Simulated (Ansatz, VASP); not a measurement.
# One calculation of Pd, two programs

```
CELL_PARAMETERS angstrom
0.00000 1.94650 1.94650
1.94650 0.00000 1.94650
1.94650 1.94650 0.00000
ATOMIC_POSITIONS crystal
Pd 0.00000 0.00000 0.00000
```

Alike in both runs: functional r2SCAN; k mesh 9 × 9 × 9; occupations fermi-dirac, width 0.05 eV; non-collinear spin, spin-orbit coupling.

|  | VASP | Ansatz |
| --- | --- | --- |
| version | VASP 6.6.1 | Ansatz 0.2.0 |
| potentials or method | VASP PAW PBE potentials, release 64 (Pd) | Ansatz PAW |
| plane-wave cutoff (eV) | 520 | 500 |
| valence electrons in the cell | 10 | 18 |
| task | single point | band structure |

Ansatz gave:

```
gap on the k mesh at the Fermi level (eV) : none
pressure (GPa)                            : 1.9
net moment per atom (μB)                  : 0.00
```

What did VASP give for the same quantities?

gap on the k mesh at the Fermi level (eV): none; pressure (GPa): 2.6; net moment per atom (μB): 0.00.

A gap of «none» marks a metal or a gap that the smearing closes. The two sets of potentials don't hold the same shells in valence.

Caveats: the PAW data sets were made with another functional, which shifts forces and pressure a little (VASP); the PAW data sets come from PBE, with cores solved anew for the run's functional, which leaves a small shift of forces and pressure (Ansatz).
